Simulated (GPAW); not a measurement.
Wanted: an ASE script for a GPAW 26.7.0 run.

| Quantity | Value |
| --- | --- |
| Task | single point |
| Functional | PBE |
| Potentials or basis | GPAW PAW data sets (gpaw-data 1.2.1) |
| Cutoff | 450 eV |
| Basis | pw |
| k mesh | 10 × 10 × 10 |
| Occupations | fermi-dirac, width 0.01 eV |
| Spin | no spin polarisation |
| Maxiter | 150 |

The structure of Cu lies in Cu.xyz:

```xyz
1
Lattice="0.0000000000 1.8312856224 1.8312856224 1.8312856224 0.0000000000 1.8312856224 1.8312856224 1.8312856224 0.0000000000" Properties=species:S:1:pos:R:3 pbc="T T T"
Cu     0.0000000000      0.0000000000      0.0000000000
```

The cell isn't the ideal one: volume scaled by 1.04.

These files were run (other wordings do the same):

run.py

```python
from ase.dft.bandgap import bandgap
from ase.io import read, write
from ase.units import GPa
from gpaw import GPAW, PW

atoms = read('Cu.xyz')

calc = GPAW(mode=PW(450),
            xc='PBE',
            kpts={'size': (10, 10, 10), 'gamma': True},
            occupations={'name': 'fermi-dirac', 'width': 0.01},
            nbands=14,
            convergence={'density': 1e-05, 'energy': 1e-05},
            maxiter=150,
            txt='gpaw.txt')
atoms.calc = calc
energy = atoms.get_potential_energy()
forces = atoms.get_forces()
stress = atoms.get_stress()
calc.write('gs.gpw')
write('result.traj', atoms)
print(f'Energy: {energy:.6f} eV')
print('Forces (eV/A):')
print(forces.round(4))
print('Stress (GPa):', (stress / GPa).round(3))
print('Fermi level:', round(calc.get_fermi_level(), 4), 'eV')
print(f'Gap: {bandgap(calc)[0]:.4f} eV, direct: {bandgap(calc, direct=True)[0]:.4f} eV')
```

Potentials or basis: GPAW PAW data sets (gpaw-data 1.2.1), pw.

The run is started by

```sh
$ OMP_NUM_THREADS=1 python run.py
```

It gave:

```json
{
 "Pressure": "-6.5 GPa",
 "Band gap on the k mesh": "none (metal or under the smearing width)"
}
```

Caveat: with this Cu data set, volumes or pressures lay over 1.5 % or 2 GPa off other programs in two to four cells of ten; the cutoff is short for stress and forces, so pressures can be off by a GPa or more.

Wall time 4.5 s on 1 thread of Arm Neoverse V2 (shared host), peak memory 0.12 GiB.
